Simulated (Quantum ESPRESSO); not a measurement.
# MoS2 (P-3m1) in Quantum ESPRESSO: a series of runs, part 2 of 2

Quantum ESPRESSO 7.5.

### 3 Band structure, PBE, spin-orbit coupling, no magnetisation

File pw.in:

```
&CONTROL
  calculation = 'scf'
  prefix = 'pwscf'
  outdir = './tmp'
  pseudo_dir = './pseudo'
  tprnfor = .true.
  tstress = .true.
  disk_io = 'low'
/
&SYSTEM
  ibrav = 0
  celldm(1) = 8
  nat = 3
  ntyp = 2
  ecutwfc = 80
  nbnd = 40
  occupations = 'smearing'
  smearing = 'fd'
  degauss = 0.00367493
  noncolin = .true.
  lspinorb = .true.
/
&ELECTRONS
  conv_thr = 6d-10
  electron_maxstep = 120
  mixing_beta = 0.5
/
ATOMIC_SPECIES
Mo    95.9500 Mo.upf
S     32.0600 S.upf
CELL_PARAMETERS alat
  0.7623780122949   0.0000000000000   0.0000000000000
 -0.3811890061475   0.6602387259200   0.0000000000000
  0.0000000000000   0.0000000000000   1.4911057415975
ATOMIC_POSITIONS crystal
Mo     0.0000000000    0.0000000000    0.5000000000
S      0.6666666667    0.3333333333    0.7446806800
S      0.3333333333    0.6666666667    0.2553193200
K_POINTS automatic
9 9 4 0 0 0
```

File bands.in:

```
&CONTROL
  calculation = 'bands'
  prefix = 'pwscf'
  outdir = './tmp'
  pseudo_dir = './pseudo'
  disk_io = 'low'
  verbosity = 'high'
/
&SYSTEM
  ibrav = 0
  celldm(1) = 8
  nat = 3
  ntyp = 2
  ecutwfc = 80
  nbnd = 40
  occupations = 'smearing'
  smearing = 'fd'
  degauss = 0.00367493
  noncolin = .true.
  lspinorb = .true.
/
&ELECTRONS
  conv_thr = 1d-08
  electron_maxstep = 120
  mixing_beta = 0.5
  diago_full_acc = .true.
  startingwfc = 'random'
/
ATOMIC_SPECIES
Mo    95.9500 Mo.upf
S     32.0600 S.upf
CELL_PARAMETERS alat
  0.7623780122949   0.0000000000000   0.0000000000000
 -0.3811890061475   0.6602387259200   0.0000000000000
  0.0000000000000   0.0000000000000   1.4911057415975
ATOMIC_POSITIONS crystal
Mo     0.0000000000    0.0000000000    0.5000000000
S      0.6666666667    0.3333333333    0.7446806800
S      0.3333333333    0.6666666667    0.2553193200
K_POINTS crystal
60
 0.0000000000  0.0000000000  0.0000000000 1
 0.0625000000  0.0000000000  0.0000000000 1
 0.1250000000  0.0000000000  0.0000000000 1
 0.1875000000  0.0000000000  0.0000000000 1
 0.2500000000  0.0000000000  0.0000000000 1
 0.3125000000  0.0000000000  0.0000000000 1
 0.3750000000  0.0000000000  0.0000000000 1
 0.4375000000  0.0000000000  0.0000000000 1
 0.5000000000  0.0000000000  0.0000000000 1
 0.4583333333  0.0833333333  0.0000000000 1
 0.4166666667  0.1666666667  0.0000000000 1
 0.3750000000  0.2500000000  0.0000000000 1
 0.3333333333  0.3333333333  0.0000000000 1
 0.3000000000  0.3000000000  0.0000000000 1
 0.2666666667  0.2666666667  0.0000000000 1
 0.2333333333  0.2333333333  0.0000000000 1
 0.2000000000  0.2000000000  0.0000000000 1
 0.1666666667  0.1666666667  0.0000000000 1
 0.1333333333  0.1333333333  0.0000000000 1
 0.1000000000  0.1000000000  0.0000000000 1
 0.0666666667  0.0666666667  0.0000000000 1
 0.0333333333  0.0333333333  0.0000000000 1
 0.0000000000  0.0000000000  0.0000000000 1
 0.0000000000  0.0000000000  0.1666666667 1
 0.0000000000  0.0000000000  0.3333333333 1
 0.0000000000  0.0000000000  0.5000000000 1
 0.0555555556  0.0000000000  0.5000000000 1
 0.1111111111  0.0000000000  0.5000000000 1
 0.1666666667  0.0000000000  0.5000000000 1
 0.2222222222  0.0000000000  0.5000000000 1
 0.2777777778  0.0000000000  0.5000000000 1
 0.3333333333  0.0000000000  0.5000000000 1
 0.3888888889  0.0000000000  0.5000000000 1
 0.4444444444  0.0000000000  0.5000000000 1
 0.5000000000  0.0000000000  0.5000000000 1
 0.4666666667  0.0666666667  0.5000000000 1
 0.4333333333  0.1333333333  0.5000000000 1
 0.4000000000  0.2000000000  0.5000000000 1
 0.3666666667  0.2666666667  0.5000000000 1
 0.3333333333  0.3333333333  0.5000000000 1
 0.3030303030  0.3030303030  0.5000000000 1
 0.2727272727  0.2727272727  0.5000000000 1
 0.2424242424  0.2424242424  0.5000000000 1
 0.2121212121  0.2121212121  0.5000000000 1
 0.1818181818  0.1818181818  0.5000000000 1
 0.1515151515  0.1515151515  0.5000000000 1
 0.1212121212  0.1212121212  0.5000000000 1
 0.0909090909  0.0909090909  0.5000000000 1
 0.0606060606  0.0606060606  0.5000000000 1
 0.0303030303  0.0303030303  0.5000000000 1
 0.0000000000  0.0000000000  0.5000000000 1
 0.5000000000  0.0000000000  0.5000000000 1
 0.5000000000  0.0000000000  0.3333333333 1
 0.5000000000  0.0000000000  0.1666666667 1
 0.5000000000  0.0000000000  0.0000000000 1
 0.3333333333  0.3333333333  0.0000000000 1
 0.3333333333  0.3333333333  0.1250000000 1
 0.3333333333  0.3333333333  0.2500000000 1
 0.3333333333  0.3333333333  0.3750000000 1
 0.3333333333  0.3333333333  0.5000000000 1
```

Potentials or basis: PseudoDojo 0.4 FR PBE standard.

Run with:

```
$ OMP_NUM_THREADS=1 pw.x -in pw.in > pw.out
$ OMP_NUM_THREADS=1 pw.x -in bands.in > bands.out
```

pw.out:

```text
This program is part of the open-source Quantum ESPRESSO suite
     for quantum simulation of materials; please cite
[... 9 lines left out ...]
     --------------------
     sticks:   dense  smooth     PW     G-vecs:    dense   smooth      PW
     Sum         823     823    241                37189    37189    5917

     Using Slab Decomposition

     bravais-lattice index     =            0
     lattice parameter (alat)  =       8.0000  a.u.
     unit-cell volume          =     384.2818 (a.u.)^3
     number of atoms/cell      =            3
     number of atomic types    =            2
     number of electrons       =        26.00
     number of Kohn-Sham states=           40
     kinetic-energy cutoff     =      80.0000  Ry
     charge density cutoff     =     320.0000  Ry
     scf convergence threshold =      6.0E-10
[... 194 lines left out ...]
    13.4096  13.4096  16.2702  16.2702  16.4292  16.4292  20.3890  20.3897
[... 331 lines left out ...]
   -51.5185 -51.5185 -27.3954 -27.3954 -25.0093 -25.0093 -24.8163 -24.8163
    -2.7966  -2.7966  -2.4722  -2.4722   4.1267   4.1267   4.7053   4.7053
     5.7269   5.7269   6.1305   6.1305   6.3306   6.3306   7.1370   7.1370
     9.9545   9.9545  10.9701  10.9701  11.5176  11.5176  12.7522  12.7522
    14.0959  14.0959  16.9122  16.9122  17.8228  17.8228  18.1969  18.1969

     the Fermi energy is    10.2102 ev

!    total energy              =    -184.82673161 Ry
     estimated scf accuracy    <          1.7E-10 Ry
     smearing contrib. (-TS)   =      -0.00065171 Ry
     internal energy E=F+TS    =    -184.82607990 Ry

     The total energy is F=E-TS. E is the sum of the following terms:
     one-electron contribution =     -95.17709033 Ry
     hartree contribution      =      57.83249215 Ry
     xc contribution           =     -33.31740440 Ry
     ewald contribution        =    -114.16407733 Ry

     convergence has been achieved in  10 iterations

     Forces acting on atoms (cartesian axes, Ry/au):

     atom    1 type  1   force =     0.00000000    0.00000000    0.00000000
     atom    2 type  2   force =     0.00000000   -0.00000000    0.01167095
     atom    3 type  2   force =     0.00000000    0.00000000   -0.01167095

     Total force =     0.016505     Total SCF correction =     0.000021

     Computing stress (Cartesian axis) and pressure

          total   stress  (Ry/bohr**3)                   (kbar)     P=       12.54
   0.00002041   0.00000000  -0.00000000            3.00        0.00       -0.00
   0.00000000   0.00002041  -0.00000000            0.00        3.00       -0.00
   0.00000000   0.00000000   0.00021486            0.00        0.00       31.61

=------------------------------------------------------------------------------=
   JOB DONE.
=------------------------------------------------------------------------------=
```

bands.out:

```text
This program is part of the open-source Quantum ESPRESSO suite
     for quantum simulation of materials; please cite
         "P. Giannozzi et al., J. Phys.:Condens. Matter 21 395502 (2009);
         "P. Giannozzi et al., J. Phys.:Condens. Matter 29 465901 (2017);
         "P. Giannozzi et al., J. Chem. Phys. 152 154105 (2020);
[... 950 lines left out ...]
    10.5354  10.5354  10.6195  10.6195  10.8617  10.8617  13.8184  13.8184
    13.8293  13.8293  17.8585  17.8585  17.9895  17.9895  18.0185  18.0185

=------------------------------------------------------------------------------=
   JOB DONE.
=------------------------------------------------------------------------------=
```

Run time: 11 min. Hardware: 1 thread of Arm Neoverse V2, shared host; peak memory 0.41 GiB.

What came out:

| Quantity | Value |
| --- | --- |
| Free energy | -2514.6958 eV |
| Pressure | 1.3 GPa |
| Largest force | 0.300 eV/Å |
| Band gap on the k mesh | none (metal or under the smearing width) |

Forces on the atoms (eV/Å):
```
Mo   0.000  0.000  0.000
S    0.000  0.000  0.300
S    0.000  0.000 -0.300
```

Levels at the corners of the path, in eV from the Fermi level:
| point | band 23 | band 24 | band 25 | band 26 | band 27 | band 28 | band 29 | band 30 |
| --- | --- | --- | --- | --- | --- | --- | --- | --- |
| Γ | -0.94 | -0.94 | -0.91 | -0.91 | -0.37 | -0.37 | -0.28 | -0.28 |
| M | -1.77 | -1.77 | -1.72 | -1.72 | 0.93 | 0.93 | 1.72 | 1.72 |
| K | -3.43 | -3.43 | 0.62 | 0.62 | 0.77 | 0.77 | 0.88 | 0.88 |
| Γ | -0.94 | -0.94 | -0.91 | -0.91 | -0.37 | -0.37 | -0.28 | -0.28 |
| A | -0.95 | -0.95 | -0.43 | -0.43 | -0.35 | -0.35 | -0.06 | -0.06 |
| L | -2.09 | -2.09 | -1.62 | -1.62 | 0.93 | 0.93 | 1.73 | 1.73 |
| H | -3.77 | -3.77 | 0.33 | 0.33 | 0.41 | 0.41 | 0.65 | 0.65 |
| A | -0.95 | -0.95 | -0.43 | -0.43 | -0.35 | -0.35 | -0.06 | -0.06 |
| L | -2.09 | -2.09 | -1.62 | -1.62 | 0.93 | 0.93 | 1.73 | 1.73 |
| M | -1.77 | -1.77 | -1.72 | -1.72 | 0.93 | 0.93 | 1.72 | 1.72 |
| K | -3.43 | -3.43 | 0.62 | 0.62 | 0.77 | 0.77 | 0.88 | 0.88 |
| H | -3.77 | -3.77 | 0.33 | 0.33 | 0.41 | 0.41 | 0.65 | 0.65 |

Caveat: some levels on the path didn't converge; this functional lacks dispersion, which binds the layers, so the pressure and a relaxed spacing across them are unreliable.
